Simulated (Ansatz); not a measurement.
Write the native input for Ansatz 0.2.0 that does the following.

| Item | Value |
| --- | --- |
| Task | single point |
| Functional | PBEsol |
| Dispersion | D3(BJ) |
| Potentials or basis | JTH PAW |
| Cutoff | 900 eV (not typed: the program's choice for these potentials) |
| k mesh | 8 × 8 × 8 |
| Occupations | fermi-dirac, width 0.15 eV |
| Spin | no spin polarisation |

The system is MgS.

```
S Mg
1.0
     0.00000    2.83312    2.83312
     2.83312    0.00000    2.83312
     2.83312    2.83312    0.00000
S Mg
1 1
Direct
  0.75000 0.75000 0.75000
  0.00000 0.00000 0.00000
```

The cell comes from a database or a generator and needn't be the stable form of this composition.

One way to write it, as run:

input.yaml

```yaml
crystal:
  lattice: { a: 5.66624009, b: 5.66624009, c: 5.66624009, alpha: 90.0, beta: 90.0, gamma: 90.0 }
  space_group: 216
  reduce_to_primitive: true
  atoms:
    - { symbol: S, wyckoff: "4d", position: [0.25, 0.25, 0.75] }
    - { symbol: Mg, wyckoff: "4a", position: [0.0, 0.0, 0.0] }
hamiltonian:
  xc: pbesol
  pseudopotentials: { kind: paw, source: jth, xc_functional: pbe }
  dispersion: d3bj
kpoints:
  mp_grid: { grid: [8, 8, 8] }
scf:
  occupations: { method: fermi_dirac, width: 0.15 }
output:
  forces: true
  stress: true
  eigenvalues: true
  write_density: true
  write_potential: true
  elf: true
  volumetric_format: npy
```

Potentials or basis: JTH PAW.

Run with:

```bash
$ ansatz run input.yaml --threads 1 --pin off --max-ram 2560MiB --backend cpu --events-out ev --progress --plain --runs-dir out
```

It gave:

```
Pressure               : -2.1 GPa
Band gap on the k mesh : 3.28 eV, direct
```

Wall time 6.1 s on 1 thread of Arm Neoverse V1, on a shared host, peak memory 0.34 GiB.
